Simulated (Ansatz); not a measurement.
# Si2Mo: the cost of one run

All numbers are computed with Ansatz 0.2.0, driven from Python. The levels of theory stand in the script.

### 1 The structure

Symmetry: I4/mmm, No. 139, tetragonal system. The conventional cell has a = 3.200 Å, b = 3.200 Å, c = 7.861 Å, α = 90.00°, β = 90.00°, γ = 90.00°. Si (site symmetry 4mm) has 5 Si at 2.61 to 2.63 Å and 5 Mo at 2.62 Å as nearest neighbours. Mo (site symmetry 4/mmm) has 10 Si at 2.62 Å as nearest neighbours.

No structure file is read: the coordinates are typed or built in the script.

### 2 Script

Input file si2mo.py:

```python
"""PAW against all-electron LAPW for Si2Mo."""

import ansatz as az
import numpy as np
from tabulate import tabulate

config = {
    "kgrid": (12, 12, 12),
    "functional": "pbesol",
}


def count_gap(report):
    # lowest empty less highest filled band, counting bands; zero where they overlap
    return max(report.get("gap_by_band_count_ev") or 0.0, 0.0)

lattice = az.Lattice.of(
    (-1.6, 1.6, 3.9305),
    (1.6, -1.6, 3.9305),
    (1.6, 1.6, -3.9305),
)
sites = [
    ("Si", (0.333, 0.333, 0.0)),
    ("Si", (0.667, 0.667, 0.0)),
    ("Mo", (0.0, 0.0, 0.0)),
]
structure = az.Crystal(lattice=lattice)
for symbol, position in sites:
    structure = structure.atom(symbol, position)

setup = (
    structure.calculation()
    .occupations(az.OccupationsMethod.FERMI_DIRAC, width=100 * az.meV)
    .kpoints(*config["kgrid"], center="gamma")
    .functional(config["functional"])
    .stress()
    .forces()
    .band_table()
)
variants = {
    "PAW": setup.pseudopotentials("paw"),
    "LAPW": setup.pseudopotentials("all_electron", lapw=True),
}
# totals differ by the cores that each treatment holds, so compare what does not depend on them
rows = []
for label, variant in variants.items():
    summary = variant.run().report
    levels = np.array(summary["eigenvalues_ev"][0]) - summary["fermi_energy_ev"]
    print(label, "levels at the first k-point near E_F:", np.round(levels[np.abs(levels) < 5], 3))
    rows.append((label, summary["n_electrons"], np.trace(summary["stress_gpa"]) / 3, float(np.abs(summary["forces_ev_ang"]).max()), count_gap(summary)))
print(tabulate(rows, headers=["treatment", "electrons in bands", "P GPa", "max force component eV/A", "gap by band count eV"], floatfmt=".4f", tablefmt="github"))
```

### 3 The calls as engine input

The package turns the script's settings into the engine's input (first run):

```yaml
crystal:
  lattice:
    - [-1.6, 1.6, 3.9305]
    - [1.6, -1.6, 3.9305]
    - [1.6, 1.6, -3.9305]
  atoms:
    - { symbol: Si, position: [0.333, 0.333, 0.0] }
    - { symbol: Si, position: [0.667, 0.667, 0.0] }
    - { symbol: Mo, position: [0.0, 0.0, 0.0] }
kpoints:
  mp_grid:
    grid: [12, 12, 12]
    shift: [0.0, 0.0, 0.0]
hamiltonian:
  xc: pbesol
  pseudopotentials:
    kind: paw
scf:
  occupations:
    method: fermi_dirac
    width: 0.1
output:
  forces: true
  stress: true
  eigenvalues: true
```

### 4 Launch

The run is started by

```console
> python si2mo.py
```

What time and memory should one allow on 1 thread of Arm Neoverse V1, shared host?

About 77 s, with a peak of 0.95 GiB.
